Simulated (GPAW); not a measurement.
**HfN: band structure with PBEsol**

Crystal: HfN.

```xyz
4
Lattice="3.1339 0.0000 0.0000 -1.5670 2.7140 0.0000 0.0000 0.0000 5.4168" Properties=species:S:1:pos:R:3 pbc="T T T"
Hf    0.0000    1.8094    1.3542
Hf    1.5670    0.9047    4.0626
N     0.0000    0.0000    2.7084
N     0.0000    0.0000    0.0000
```

The cell comes from a database or a generator and needn't be the stable form of this composition.

```
Program             : GPAW 26.7.0
Task                : band structure
Functional          : PBEsol
Potentials or basis : PAW data sets generated in the run's folder for this functional
Cutoff              : 800 eV
Basis               : pw
k mesh              : 7 × 7 × 4
Occupations         : fermi-dirac, width 0.05 eV
Spin                : no spin polarisation
Maxiter             : 150
Band path           : GMKGALHA,LM,KH
Band points         : 60
```

```json
{"Pressure": "-2.0 GPa", "Band gap along the path": "none (metal or under the smearing width)"}
```

Stress tensor (GPa, compression positive):
```
-1.63  0.00  0.00
 0.00 -1.63  0.00
 0.00  0.00 -2.70
```

Levels at the corners of the path, in eV from the Fermi level:
```tsv
point	band 14	band 15	band 16	band 17	band 18	band 19	band 20	band 21
Γ	-3.35	-3.35	-1.48	-0.43	0.91	0.91	1.31	2.03
M	-5.26	-3.03	-2.61	-2.19	2.65	2.95	4.64	4.84
K	-5.65	-5.65	-3.05	0.33	0.33	4.48	4.48	4.52
Γ	-3.35	-3.35	-1.48	-0.43	0.91	0.91	1.31	2.03
A	-4.16	-4.16	-4.16	2.06	2.06	3.10	3.10	3.10
L	-5.26	-4.25	-4.25	-0.07	-0.07	4.93	4.93	4.99
H	-4.77	-4.17	-4.17	0.74	0.74	3.23	3.23	6.06
A	-4.16	-4.16	-4.16	2.06	2.06	3.10	3.10	3.10
L	-5.26	-4.25	-4.25	-0.07	-0.07	4.93	4.93	4.99
M	-5.26	-3.03	-2.61	-2.19	2.65	2.95	4.64	4.84
K	-5.65	-5.65	-3.05	0.33	0.33	4.48	4.48	4.52
H	-4.77	-4.17	-4.17	0.74	0.74	3.23	3.23	6.06
```

It took 82 s on 1 thread of Intel(R) Xeon(R) Platinum 8488C (Sapphire Rapids), on a shared host, peak memory 0.39 GiB.

Caveat: spin-orbit coupling is left out, which moves the levels of the heavy elements.
